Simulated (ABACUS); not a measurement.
C under changes of volume

One of the cells (9.153 Å³/atom); the others are scaled copies at fixed shape and fractional positions:

```
CELL_PARAMETERS angstrom
2.12732 -1.22828 0.00000
2.12732 1.22828 0.00000
-1.37907 0.00000 3.50283
ATOMIC_POSITIONS crystal
C 0.16664 0.16664 0.99991
C 0.83336 0.83336 0.00009
```

This is a stacking variant of graphite.

* Program: ABACUS 3.10.1
* Functional: PBE
* Potentials or basis: PseudoDojo NC SR 0.4.1 PBE standard
* Cutoff: 1361 eV
* Density cutoff: 5442 eV
* Basis: DZP LCAO (the cutoffs set its grid)
* k mesh: 13 × 13 × 8
* Occupations: fermi-dirac, width 0.05 eV
* Spin: no spin polarisation

```tsv
volume (Å³/atom)	energy over the lowest point (meV/atom)	pressure (GPa)	gap on the mesh (eV)
8.604	?	?	?
8.787	36.04	19.8	0.96
8.970	17.17	13.3	0.95
9.153	5.36	7.4	0.94
9.336	0.00	2.0	0.94
9.519	0.56	-2.9	0.93
9.702	6.52	-7.5	0.92
```

Q: What does the run at 8.604 Å³/atom give?

A: Energy over the lowest point 62.63 meV/atom; pressure 26.8 GPa; gap on the mesh 0.97 eV.

Worked out: A Birch-Murnaghan fit of order 3 (a polynomial in V^(-2/3)) to the other rows has its minimum at 9.41 Å³/atom with B0 = V·E''(V) = 257 GPa and B' = 3.5 at fixed shape and positions, which overstates the stiffness. It gives 62.63 meV/atom at 8.604 Å³/atom, against the run's 62.63, and -dE/dV = 26.9 GPa, against 26.8. A straight line through the other rows of the gap, of slope -0.375 eV per unit of ln V, extrapolates to 0.97 eV, against the run's 0.97.

Energies are extrapolated to zero smearing.

Caveats: the atomic orbitals were generated for these runs and aren't a published set; an odd mesh through Γ misses points on the zone boundary, where band edges often lie; this functional lacks dispersion, which binds the layers, so the pressure and a relaxed spacing across them are unreliable; the basis of atomic orbitals isn't converged, which shifts pressures, moduli and gaps.
